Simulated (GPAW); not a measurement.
# BN: band structure with PBE

**Measured values to compare with.**

A printed reference work, monograph reports, for a bulk crystal of BN at 300 K: band gap 6.4 eV (indirect).

The system is BN.

```
N B
1.0
     0.00000    1.81300    1.81300
     1.81300    0.00000    1.81300
     1.81300    1.81300    0.00000
N B
1 1
Cartesian
  2.7195 2.7195 2.7195
  0.0000 0.0000 0.0000
```

The cell is a database's computed one.

| Property | Result |
| --- | --- |
| Program | GPAW 26.7.0 |
| Task | band structure |
| Functional | PBE |
| Potentials or basis | PAW data sets generated in the run's folder for this functional |
| Cutoff | 800 eV |
| Basis | pw |
| k mesh | 10 × 10 × 10 |
| Occupations | fermi-dirac, width 0.05 eV |
| Spin | no spin polarisation |
| Maxiter | 150 |
| Band path | GXWKGLUWLK,UX |
| Band points | 100 |

| Quantity | Value |
| --- | --- |
| Pressure | -1.6 GPa |
| Band gap on the k mesh | 4.46 eV, indirect (least direct gap 8.79 eV) |
| Band gap along the path | 4.46 eV, indirect (least direct gap 8.79 eV) |

Levels at the corners of the path, in eV from the valence-band top:
| point | band 1 | band 2 | band 3 | band 4 | band 5 | band 6 | band 7 | band 8 |
| --- | --- | --- | --- | --- | --- | --- | --- | --- |
| Γ | -20.12 | 0.00 | 0.00 | 0.00 | 8.79 | 8.79 | 8.79 | 10.22 |
| X | -14.59 | -8.86 | -4.86 | -4.86 | 4.46 | 9.18 | 17.79 | 17.79 |
| W | -14.29 | -7.55 | -6.90 | -6.44 | 9.56 | 13.22 | 14.46 | 14.52 |
| K | -14.51 | -8.08 | -7.59 | -4.04 | 6.89 | 12.79 | 15.72 | 16.56 |
| Γ | -20.12 | 0.00 | 0.00 | 0.00 | 8.79 | 8.79 | 8.79 | 10.22 |
| L | -15.95 | -10.61 | -1.92 | -1.92 | 10.04 | 10.67 | 10.67 | 15.17 |
| U | -14.51 | -8.08 | -7.59 | -4.04 | 6.89 | 12.79 | 15.72 | 16.56 |
| W | -14.29 | -7.55 | -6.90 | -6.44 | 9.56 | 13.22 | 14.46 | 14.52 |
| L | -15.95 | -10.61 | -1.92 | -1.92 | 10.04 | 10.67 | 10.67 | 15.17 |
| K | -14.51 | -8.08 | -7.59 | -4.04 | 6.89 | 12.79 | 15.72 | 16.56 |
| U | -14.51 | -8.08 | -7.59 | -4.04 | 6.89 | 12.79 | 15.72 | 16.56 |
| X | -14.59 | -8.86 | -4.86 | -4.86 | 4.46 | 9.18 | 17.79 | 17.79 |

Wall time 23 s on 1 thread of Arm Neoverse V1 (shared host), peak memory 0.18 GiB.

A measured gap of BN is 6.4 eV (indirect; 300 K; a printed reference work, monograph); the calculated 4.46 eV misses it by -1.94 eV. The value is that of PBE, without temperature or zero-point motion. Semilocal functionals fall short of measured gaps as a rule. The cell is a database's relaxed one, not the measured one, which moves gaps too.
